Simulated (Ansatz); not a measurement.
## CO2: pressure against volume

CO2, P4_2/mnm, a = 4.427 Å, c = 4.809 Å. The compound is a gas at ambient conditions and forms a soft molecular solid only when cold or compressed. This isn't the usual stable structure of the compound. Ansatz: PBE+D3(BJ), PAW, 420 eV, Γ-centred 6×6×6 mesh on 6 atoms, Gaussian smearing 0.02 eV; no spin polarisation. Shape and atoms are relaxed at each volume; pressure is positive in compression.

| V (Å³/atom) | P (GPa) |
| --- | --- |
| 13.821 | 1.21 |
| 14.292 | 0.82 |
| 14.763 | 0.49 |
| 15.235 | 0.24 |
| 15.706 | 0.03 |
| 16.177 | -0.10 |
| 16.648 | -0.22 |
| 17.276 | ? |

Take V0 = 15.706 Å³/atom, count pressures from its P0 = 0.03 GPa, fit the third-order Birch–Murnaghan form to the other rows, and predict the missing pressure.

With the Eulerian strain f = ½[(V0/V)^(2/3) − 1] and y = (P − P0)/[3f(1 + 2f)^(5/2)], the form is the line y = B0 + 1.5 B0 (B0′ − 4) f. Rows (f, y): 0.04449, 7.14; 0.03246, 6.93; 0.02107, 6.56; 0.01025, 6.49; -0.00975, 4.67; -0.01904, 4.82. Means f = 0.01325, y = 6.1017; Σ(Δf)² = 0.002987, ΣΔfΔy = 0.1251; the slope is their ratio. y = 5.547 + 41.88 f GPa, so B0 = 5.5 GPa and B0′ = 4 + 2 × (41.88)/(3 × 5.547) = 9.03. At V = 17.276, f = -0.03077, y = 4.258 and P = -0.31 GPa. The run gave -0.34 GPa, so the fit is 0.03 GPa too high, within twice the rms miss on the fitted rows (0.02 GPa). The form still works here, 22 % of the fitted range beyond its end. With a term in f² added B0′ becomes 10.12, so this figure hangs on the form. A B0′ outside 2 to 8 is unusual except in layered or molecular crystals, and here it hangs on few rows.